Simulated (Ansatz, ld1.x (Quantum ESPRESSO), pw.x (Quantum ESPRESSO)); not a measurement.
platinum (diamond): variants of one TM potential in the solid

Pt, norm-conserving Troullier–Martins (Kleinman–Bylander form), made with ld1.x (Quantum ESPRESSO) 7.5 (PBE, scalar-relativistic). Core [Xe] 4f14, reference 5d9 6s1 6p0. Waves: 6p (bound, empty): rc 4.05 bohr; 5d (bound): rc 1.95 bohr; 6s (bound): rc 1.75 bohr. Local part: the s channel. Core correction: none.

Crystal test: diamond Pt in pw.x 7.5, no spin, 8³ k-points, Fermi–Dirac smearing 0.01 Ry, cutoffs set for each file from its atomic test. The reference is all-electron LAPW (Ansatz 0.2.0) with the same functional, mesh and smearing; V0 and B0 come from Birch–Murnaghan fits to the pressures at five volumes. Errors are pseudo minus all-electron; Δ is the rms difference of the E(V) curves that follow from these fits, minima aligned, over ±6 % about the mean V0. Mesh and smearing are coarse, so the numbers serve the comparison and aren't converged zero-temperature values; the lattice is a test structure that the element need not adopt.

All-electron: a0 = 5.784 Å (V0 = 24.18 Å³/atom), B0 = 111.9 GPa.

Base: The largest radius (4.05 bohr) exceeds half the bond length (2.37 bohr), so the spheres overlap, which is one possible source of error among others. This is a poor potential for the solid. The logarithmic derivative shows an extra or strongly shifted pseudo pole above the reference energy (s near 1.58 Ry).

2 further variants are left out: they gave no file fit for a test, a broken result, the same result as the base, or pressures whose basis-set error rivals the error shown.

A dash in a converged row means that the minimum lies outside the volumes sampled.

| change | cutoffs (Ry) | pw.x | a0 (Å) | a0 error (%) | B0 error (%) | Δ (meV/atom) | mean pressure error (GPa) |
| --- | --- | --- | --- | --- | --- | --- | --- |
| base | 85/340 | converged | 5.876 | +1.59 | -4.6 | 28.2 | +5.84 |
| all radii scaled by about 1.08 (s 1.88, p 4.36, d 2.10 bohr) | 75/300 | converged | – | – | – | – | +8.31 |
| all radii scaled by about 1.21 (s 2.12, p 4.90, d 2.36 bohr) | 60/240 | converged | – | – | – | – | +12.77 |

Q: Give the row for: all radii scaled by about 1.38 (s 2.42, p 5.60, d 2.70 bohr).

A: pw.x: converged; mean pressure error (GPa): +14.58.
